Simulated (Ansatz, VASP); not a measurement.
Si: VASP beside Ansatz

```
Si
1.0
     2.60449    0.00517   -0.01146
    -1.29777    2.25828   -0.00872
    -0.01078   -0.01570    2.49115
Si
1
Cartesian
  -0.0147 -0.0287 -0.0388
```

Change from the starting cell: cell strained at random at fixed volume.

Alike in both runs: task single point; functional PBE; k mesh 12 × 12 × 11; occupations fermi-dirac, width 0.05 eV; no spin polarisation.

```csv
,VASP,Ansatz
version,VASP 6.6.1,Ansatz 0.2.0
potentials or method,"VASP PAW PBE potentials, release 64 (Si), cutoff 520 eV","all-electron LAPW, scalar-relativistic"
```

|  | VASP | Ansatz | Ansatz less VASP |
| --- | --- | --- | --- |
| gap on the k mesh at the Fermi level (eV) | none | none | - |
| pressure (GPa) | 2.9 | 3.0 | +0.07 |
| largest component of the traceless stress (GPa) | 1.34 | 1.34 | -0.002 |

A gap of «none» marks a metal or a gap that the smearing closes. Ansatz ran all-electron here, so the differences hold the error of VASP's frozen core and of both bases.
